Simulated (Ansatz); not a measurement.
Here is an Ansatz 0.2.0 calculation.

File input.yaml:

```yaml
crystal:
  lattice:
    - [0.0, 2.87015, 2.87015]
    - [2.87015, 0.0, 2.87015]
    - [2.87015, 2.87015, 0.0]
  atoms:
    - { symbol: Ag, position: [0.0, 0.0, 0.0] }
    - { symbol: Br, position: [0.5, 0.5, 0.5] }
kpoints:
  mp_grid: { grid: [8, 8, 8] }
scf:
  occupations: { method: fermi_dirac, width: 0.05 }
hamiltonian:
  xc: pbesol
  pseudopotentials: { kind: all_electron, lapw: { basis_error: 0.001 } }
output:
  forces: true
  stress: true
  eigenvalues: true
  dos: { projected: false, de: 0.1, e_range: [-14, 8] }
```

Potentials or basis: all-electron LAPW, scalar-relativistic.

Run with:

```console
$ ansatz run input.yaml --threads 1 --pin off --max-ram 3072MiB --backend cpu --events-out ev --progress --plain --runs-dir out
```

(1) Estimate the band gap on the k mesh.

(2) Estimate the pressure.

## Answers

(1) 0.50 eV, indirect (least direct gap 2.45 eV).

(2) -1.6 GPa.
